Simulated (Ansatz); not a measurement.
The calculation used DFT PBE, scalar-relativistic, plane waves, PAW in Ansatz. Settings: cutoff 420 eV, Γ-centred meshes spaced at most about 0.3 Å⁻¹, and about 0.25 Å⁻¹ or finer for metals (2π included), Gaussian smearing. No spin polarisation.

Temperature and zero-point effects are left out.

Question: Order these relaxed structures of Sb2Se5 by energy, lowest first, with the energy over the lowest of them.
A. Space group C2/m (No. 12), monoclinic, a = 15.836 Å, b = 4.118 Å, c = 5.993 Å, β = 103.8°. Sb has 6 Se at 2.79–3.02 Å; around Se on a site of symmetry 2/m lie 2 Sb at 2.89 Å and 4 Se at 3.18 Å; around Se on a site of symmetry m lie 1 Se at 2.36 Å, 2 Sb at 3.02 Å and 2 Se at 3.18 Å; Se on a second site of symmetry m has 3 Sb at 2.79–2.81 Å.
B. Space group R-3m (No. 166), trigonal, a = 4.189 Å, c = 36.064 Å. Around Sb lie 6 Se at 2.84–2.96 Å; Se on a site of symmetry 3m has 3 Se at 2.86 Å and 3 Sb at 2.96 Å; around Se on a second site of symmetry 3m lie 3 Sb at 2.84 Å; around Se on a site of symmetry -3m lie 6 Se at 2.86 Å.

Answer: A (0 meV/atom), B (18 meV/atom). Counting Se atoms around Sb (those within 1.25 times the shortest such distance or 1.15 times the sum of covalent radii): A has Sb 6; B has Sb 6. A holds Se–Se pairs (shortest 2.36 Å); in B the shortest Se–Se distance is 2.86 Å, near bonding range too. Both come from invented guesses. The lowest form computed isn't among them: it has space group C2/m (No. 12), 38.1 Å³/atom and lies 79 meV/atom below the best shown.

For metals, differences of a few meV/atom aren't resolved. Weakly bound directions are ill-defined at this level, which has no dispersion term (R-3m), and this can change margins and order among such cells. These runs have no spin–orbit coupling, which can matter for Sb. Cells relaxed within their symmetry can be saddle points. Some candidate types were left out of the draw beforehand, so a known form may be missing.
